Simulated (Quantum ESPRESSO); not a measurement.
**TaN: single point with PBE+U**

TaN:

```
Ta N
1.0
     3.05000    0.00000    0.00000
    -1.52500    2.64138    0.00000
     0.00000    0.00000    4.94000
Ta N
2 2
Direct
  0.33333 0.66667 0.00000
  0.66667 0.33333 0.50000
  0.33333 0.66667 0.38500
  0.66667 0.33333 0.88500
```

- Program: Quantum ESPRESSO 7.5
- Task: single point
- Functional: PBE
- Potentials or basis: GBRV 1.5 PBE
- Cutoff: 612 eV
- Density cutoff: 4898 eV
- k mesh: 4 × 4 × 2
- Occupations: gaussian, width 0.05 eV
- Spin: collinear spin, antiferromagnetic start
- Starting moments: [2.0, -2.0, 0.0, 0.0] μB
- Fixed moment: 0 μB
- Hubbard terms: Ta d U = 4 eV
- Hubbard projectors: atomic
- Double: 0
- Magnetic state asked for: afm
- Moments locked: total
- Start of the occupations: random3
- Formal shell electrons: 1 d2, 2 d2
- Mixing beta: 0.3
- Iterations with occupations held: 12
- Nosym: yes
- SCF threshold: 1.6e-07 Ry
- Most SCF iterations: 120
- Mixing ndim: 12

| Quantity | Value |
| --- | --- |
| Largest force | 2.319 eV/Å |
| Net moment | 0.00 μB per cell |
| Absolute moment | 0.16 μB per cell |
| Site moments | Ta -0.02, +0.02; N +0.00, -0.00 μB |
| Valence electrons inside the program's atomic spheres | Ta 7.55; N 4.34 |

Forces on the atoms (eV/Å):
```
Ta   0.000 -0.002  2.319
Ta  -0.001  0.002  2.317
N    0.001 -0.001 -2.319
N    0.000  0.001 -2.317
```

Eigenvalues of the final occupation matrices:
```tsv
site	spin	trace	eigenvalues
Ta1 1 5d	1	3.20	0.55 0.55 0.70 0.70 0.70
Ta1 1 5d	2	3.27	0.57 0.57 0.71 0.71 0.71
Ta2 2 5d	1	3.27	0.57 0.57 0.71 0.71 0.71
Ta2 2 5d	2	3.20	0.55 0.55 0.70 0.70 0.70
```

It took 4.5 min on 1 thread of Arm Neoverse V2, on a shared host, peak memory 0.27 GiB.

Caveat: the k mesh is coarse (spacing up to 0.64 Å⁻¹), so the values aren't converged; the total moment is fixed, so each spin has its own Fermi level; forces of over 1 eV/Å show positions far from the minimum, so gaps and moduli don't describe the material at rest. The state reached can hang on the start; a lower one may exist.
